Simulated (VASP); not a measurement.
# CuO (Cc) in VASP: reference runs

Reference runs on CuO: the cell as given and a disturbed copy.

Program: VASP 6.6.1. These are calculated values, not measurements. Logs are shortened: lines on timing, memory, paths and dates and some standing lists are left out, and cuts for length are marked.

**1. Starting point**

Symmetry: Cc, No. 9, monoclinic system. Conventional cell: a = 4.689 Å, b = 3.427 Å, c = 5.132 Å, α = 90.00°, β = 99.65°, γ = 90.00°. Cu (site symmetry 1) is surrounded by 4 O at 1.91 to 2.02 Å. Around O (site symmetry 1) lie 4 Cu at 1.91 to 2.02 Å.

**2. Single point, PBE**

The input, INCAR:

```
SYSTEM = CuO
PREC = Accurate
ENCUT = 520
EDIFF = 1E-7
ISMEAR = -1
SIGMA = 0.05
LREAL = .False.
LASPH = .True.
NELM = 100
ALGO = Normal
ISIF = 2
LWAVE = .False.
LCHARG = .True.
GGA = PE
LELF = .True.
LVHAR = .True.
NBANDS = 25
```

The input, KPOINTS:

```
Automatic mesh
0
Gamma
  10 10 5
  0 0 0
```

The input, POSCAR:

```
CuO
1.0
    2.3446497600     -1.7133998200      0.0000000000
    2.3446497600      1.7133998200      0.0000000000
   -0.8605499100      0.0000000000      5.0594394800
Cu O
2 2
Direct
    0.0032000000      0.4968000000      0.0000000000
    0.4968000000      0.0032000000      0.5000000000
    0.5714000000      0.4056000000      0.2537000000
    0.4056000000      0.5714000000      0.7537000000
```

Potentials or basis: VASP PAW PBE potentials, release 64 (Cu, O).

On the command line:

```sh
$ cat potpaw_PBE.64/Cu/POTCAR potpaw_PBE.64/O/POTCAR > POTCAR
$ mpirun -np 1 vasp_std > vasp.out
```

OUTCAR:

```text
SYSTEM = CuO
   PREC = Accurate
   ENCUT = 520
   EDIFF = 1E-7
   ISMEAR = -1
   LREAL = .False.
   LASPH = .True.
   NELM = 100
   ISIF = 2
   GGA = PE

 ion  position               nearest neighbor table
   1  0.003  0.497  0.000-   4 1.91   3 1.93   4 1.98   3 2.02
   2  0.497  0.003  0.500-   3 1.91   4 1.93   3 1.98   4 2.02
   3  0.571  0.406  0.254-   2 1.91   1 1.93   2 1.98   1 2.02
   4  0.406  0.571  0.754-   1 1.91   2 1.93   1 1.98   2 2.02

  LATTYP: Found a base centered monoclinic cell.
 ALAT       =     4.6892995200
 B/A-ratio  =     0.7307700490
 C/A-ratio  =     1.0944283419
 COS(beta)  =    -0.1676798045

  Lattice vectors:

 A1 = (   2.3446497600,  -1.7133998200,   0.0000000000)
 A2 = (   2.3446497600,   1.7133998200,   0.0000000000)
 A3 = (  -0.8605499100,   0.0000000000,   5.0594394800)

Analysis of symmetry for initial positions (statically):
=====================================================================
 Subroutine PRICEL returns:
 Original cell was already a primitive cell.

 Routine SETGRP: Setting up the symmetry group for a
 base centered monoclinic supercell.

 Subroutine GETGRP returns: Found  2 space group operations
 (whereof  1 operations were pure point group operations)
 out of a pool of  4 trial point group operations.

The static configuration has the point symmetry C_1 .
 The point group associated with its full space group is C_1h.

Analysis of symmetry for dynamics (positions and initial velocities):
=====================================================================
 Subroutine PRICEL returns:
 Original cell was already a primitive cell.

 Routine SETGRP: Setting up the symmetry group for a
 base centered monoclinic supercell.

 Subroutine GETGRP returns: Found  2 space group operations
 (whereof  1 operations were pure point group operations)
 out of a pool of  4 trial point group operations.

The dynamic configuration has the point symmetry C_1 .
 The point group associated with its full space group is C_1h.

 Subroutine INISYM returns: Found  2 space group operations
 (whereof  1 operations are pure point group operations),
 and found     1 'primitive' translations

----------------------------------------------------------------------------------------

                                     Primitive cell

  volume of cell :      40.6508

  direct lattice vectors                    reciprocal lattice vectors
     2.344649760 -1.713399820  0.000000000     0.213251467 -0.291817470  0.036271514
     2.344649760  1.713399820  0.000000000     0.213251467  0.291817470  0.036271514
    -0.860549910  0.000000000  5.059439480     0.000000000  0.000000000  0.197650353

  length of vectors
     2.903983719  2.903983719  5.132102298     0.363248188  0.363248188  0.197650353

  position of ions in fractional coordinates (direct lattice)
     0.003200000  0.496800000  0.000000000
     0.496800000  0.003200000  0.500000000
     0.571400000  0.405600000  0.253700000
     0.405600000  0.571400000  0.753700000

  ion indices of the primitive-cell ions
   primitive index   ion index
                 1           1
                 2           2
                 3           3
                 4           4

----------------------------------------------------------------------------------------

 KPOINTS: Automatic mesh

Automatic generation of k-mesh.
 Grid dimensions read from file:
 generate k-points for:   10   10    5

 Generating k-lattice:

  Cartesian coordinates                     Fractional coordinates (reciprocal lattice)
     0.021325147 -0.029181747  0.003627151     0.100000000  0.000000000  0.000000000
     0.021325147  0.029181747  0.003627151     0.000000000  0.100000000  0.000000000
     0.000000000  0.000000000  0.039530071     0.000000000  0.000000000  0.200000000

  Length of vectors
     0.036324819  0.036324819  0.039530071

  Shift w.r.t. Gamma in fractional coordinates (k-lattice)
     0.000000000  0.000000000  0.000000000

 Subroutine IBZKPT returns following result:
 ===========================================

 Found    141 irreducible k-points:

 Following reciprocal coordinates:
            Coordinates               Weight
  0.000000  0.000000  0.000000      1.000000
  0.100000 -0.000000 -0.000000      4.000000
  0.200000 -0.000000 -0.000000      4.000000
  0.300000  0.000000  0.000000      4.000000
  0.400000  0.000000  0.000000      4.000000
  0.500000  0.000000 -0.000000      2.000000
[... 16 lines left out ...]
  0.300000  0.300000  0.000000      2.000000
  0.400000  0.300000 -0.000000      4.000000
 [... further k-points ...]
   k-points           NKPTS =    141   k-points in BZ     NKDIM =    141   number of bands    NBANDS=     25
   number of dos      NEDOS =    301   number of ions     NIONS =      4
   total plane-waves  NPLWV =  23040
   dimension x,y,z NGX =    24 NGY =   24 NGZ =   40
   dimension x,y,z NGXF=    48 NGYF=   48 NGZF=   80
   ions per type =               2   2
   NGX,Y,Z   is equivalent  to a cutoff of  13.74, 13.74, 12.96 a.u.
   NGXF,Y,Z  is equivalent  to a cutoff of  27.48, 27.48, 25.91 a.u.
 SYSTEM =  CuO
   PREC   = accura    normal or accurate (medium, high low for compatibility)
   ISTART =      0    job   : 0-new  1-cont  2-samecut
   ICHARG =      2    charge: 1-file 2-atom 10-const
   ISPIN  =      1    spin polarized calculation?
   LNONCOLLINEAR =      F non collinear calculations
   LSORBIT =      F    spin-orbit coupling
   LASPH  =      T    aspherical Exc in radial PAW
   ENCUT  =  520.0 eV  38.22 Ry    6.18 a.u.   5.40  5.40  9.54*2*pi/ulx,y,z
   NELM   =    100;   NELMIN=  2; NELMDL= -5     # of ELM steps
   EDIFF  = 0.1E-06   stopping-criterion for ELM
   LREAL  =      F    real-space projection
   EDIFFG = 0.1E-05   stopping-criterion for IOM
   NSW    =      0    number of steps for IOM
   IBRION =     -1    ionic relax: 0-MD 1-quasi-New 2-CG
   NFREE  =      0    steps in history (QN), initial steepest desc. (CG)
   ISIF   =      2    stress and relaxation
   ISYM   =      2    0-nonsym 1-usesym 2-fastsym
   POTIM  = 0.5000    time-step for ionic-motion
   TEBEG  =    0.0;   TEEND  =   0.0 temperature during run
   PSTRESS=    0.0 pullay stress
   NELECT =      34.0000    total number of electrons
   NUPDOWN=      -1.0000    fix difference up-down
   EMIN   =  10.00;   EMAX   =-10.00  energy-range for DOS
   EFERMI =   0.00;   METHOD = LEGACY
   ISMEAR =    -1;   SIGMA  =   0.05  broadening in eV -4-tet -1-fermi 0-gaus
   EFERMI_NEDOS =   21; number of points for ismear=-14 and -15
   IALGO  =     38    algorithm
   IMIX   =      4    mixing-type and parameters
     AMIX     =   0.40;   BMIX     =  1.00
     AMIX_MAG =   1.60;   BMIX_MAG =  1.00
  volume/ion in A,a.u.               =      10.16        68.58
  Fermi-wavevector in a.u.,A,eV,Ry     =   1.542451  2.914810 32.370379  2.379156
  Thomas-Fermi vector in A             =   2.648254
   LORBIT       =      0    0 simple, 1 ext, 2 COOP (PROOUT), +10 PAW based schemes
   GGA     = PE    functional components
   LHFCALC =     F    Hartree Fock is set to
   AEXX    =    0.0000 exact exchange contribution
   IVDW    =     0    specifies the selected vdW correction
   LEPSILON=     F    determine dielectric tensor
   LRPA    =     F    only Hartree local field effects (RPA)
 non-spin polarized calculation
  energy-cutoff  :      520.00
  volume of cell :       40.65
 maximum number of plane-waves:      1129
 NGX is ok and might be reduce to    24
   NGX = 11   NGY = 11   NGZ = 19

 number of electron      33.9999999 magnetization

 Free energy of the ion-electron system (eV)
  ---------------------------------------------------
  ext. energy  EPLUGINS =         0.00000000
  ---------------------------------------------------
  free energy    TOTEN  =       -19.48857683 eV

  energy without entropy =      -19.46940317  energy(sigma->0) =      -19.47899000

 E-fermi :   5.6765     XC(G=0): -11.8989

 val. band max:        5.6592825761   @ k =  -0.2000   0.3000   0.4000
 cond. band min:       5.6789984071   @ k =  -0.4000   0.2000   0.4000
 fundamental gap:      0.0197158310
 Fermi energy:         5.6765124737

 k-point     1 :       0.0000    0.0000    0.0000
  band No.  band energies     occupation
      1     -14.2263      2.00000
      2     -12.9127      2.00000
      3      -2.4368      2.00000
      4       0.1489      2.00000
      5       0.5077      2.00000
      6       2.2989      2.00000
[... 17 lines left out ...]
     24      22.0628      0.00000
     25      22.4433      0.00000

 k-point     2 :       0.1000   -0.0000   -0.0000
  band No.  band energies     occupation
      1     -14.1593      2.00000
      2     -12.8911      2.00000
      3      -2.3271      2.00000
      4       0.1311      2.00000
      5       0.4816      2.00000
      6       1.5735      2.00000
[... 17 lines left out ...]
     24      21.5689      0.00000
     25      22.5914      0.00000

 k-point     3 :       0.2000   -0.0000   -0.0000
  band No.  band energies     occupation
      1     -13.9774      2.00000
      2     -12.8344      2.00000
      3      -2.0337      2.00000
      4       0.0644      2.00000
      5       0.3560      2.00000
      6       0.5854      2.00000
[... 17 lines left out ...]
     24      20.7325      0.00000
     25      22.1390      0.00000

 k-point     4 :       0.3000    0.0000    0.0000
  band No.  band energies     occupation
      1     -13.7380      2.00000
      2     -12.7632      2.00000
      3      -1.6638      2.00000
      4      -0.5577      2.00000
      5      -0.0095      2.00000
      6       0.4830      2.00000
[... 17 lines left out ...]
     24      19.6115      0.00000
     25      21.7449      0.00000
[... 477 lines left out ...]
 k-point    22 :      -0.2000    0.2000    0.0000
  band No.  band energies     occupation
      1     -13.6829      2.00000
      2     -12.7374      2.00000
      3      -1.5657      2.00000
      4      -0.1166      2.00000
      5      -0.0228      2.00000
      6       0.2863      2.00000
[... 17 lines left out ...]
     24      19.4951      0.00000
     25      19.6856      0.00000

 k-point    23 :       0.3000    0.3000    0.0000
  band No.  band energies     occupation
      1     -13.4405      2.00000
      2     -12.7129      2.00000
      3      -1.1036      2.00000
      4      -0.6335      2.00000
      5       0.3734      2.00000
      6       0.3983      2.00000
[... 17 lines left out ...]
     24      20.2506      0.00000
     25      20.5907      0.00000

 k-point    24 :       0.4000    0.3000   -0.0000
  band No.  band energies     occupation
      1     -13.2547      2.00000
      2     -12.6660      2.00000
      3      -1.1188      2.00000
      4      -0.8153      2.00000
      5       0.1557      2.00000
      6       0.3352      2.00000
[... 17 lines left out ...]
     24      19.0330      0.00000
     25      20.1196      0.00000

 [... further k-points ...]

------------------------ aborting loop because EDIFF is reached ----------------------------------------

  FORCE on cell =-STRESS in cart. coord.  units (eV):
  Direction    XX          YY          ZZ          XY          YZ          ZX
  --------------------------------------------------------------------------------------
  -------------------------------------------------------------------------------------
  Total        1.5967452      1.7619869      1.4824316      0.0000000      0.0000000     -0.4631698
  in kB       62.9328065     69.4455086     58.4273465      0.0000000      0.0000000    -18.2549964
  external PRESSURE =      63.6018872 kB  Pullay stress =       0.0000000 kB

 VOLUME and BASIS-vectors are now :
 -----------------------------------------------------------------------------
  energy-cutoff  :      520.00
  volume of cell :       40.65
      direct lattice vectors                 reciprocal lattice vectors
     2.344649760 -1.713399820  0.000000000     0.213251467 -0.291817470  0.036271514
     2.344649760  1.713399820  0.000000000     0.213251467  0.291817470  0.036271514
    -0.860549910  0.000000000  5.059439480     0.000000000  0.000000000  0.197650353

 POSITION                                       TOTAL-FORCE (eV/Angst)
 -----------------------------------------------------------------------------------
      1.17232      0.84573      0.00000        -0.652468      0.363564      0.254718
      0.74205     -0.84573      2.52972        -0.652468     -0.363564      0.254718
      2.07240     -0.28408      1.28358         0.652468      0.265270     -0.254718
      1.64213      0.28408      3.81330         0.652468     -0.265270     -0.254718
 -----------------------------------------------------------------------------------
    total drift:                               -0.000149      0.000000     -0.000508

  FREE ENERGIE OF THE ION-ELECTRON SYSTEM (eV)
  ---------------------------------------------------
  free  energy   TOTEN  =       -19.4885768301 eV

  energy  without entropy=      -19.4694031680  energy(sigma->0) =      -19.47899000
```

Run time: 78 s. Hardware: 1 thread of Intel Xeon 6975P-C (Granite Rapids), shared host; peak memory 0.25 GiB.

What came out:

* Free energy: -19.4886 eV
* Pressure: 6.4 GPa
* Largest force: 0.789 eV/Å
* Band gap on the k mesh: none (metal or under the smearing width)

Forces on the atoms (eV/Å):
```
Cu  -0.652  0.364  0.255
Cu  -0.652 -0.364  0.255
O    0.652  0.265 -0.255
O    0.652 -0.265 -0.255
```

Caveat: the run has no spin polarisation, though such a crystal can be magnetic; semilocal functionals often make such compounds metallic where correlation or magnetic order opens a gap, which also shifts bond lengths.

(Continued in part 2 of 2.)
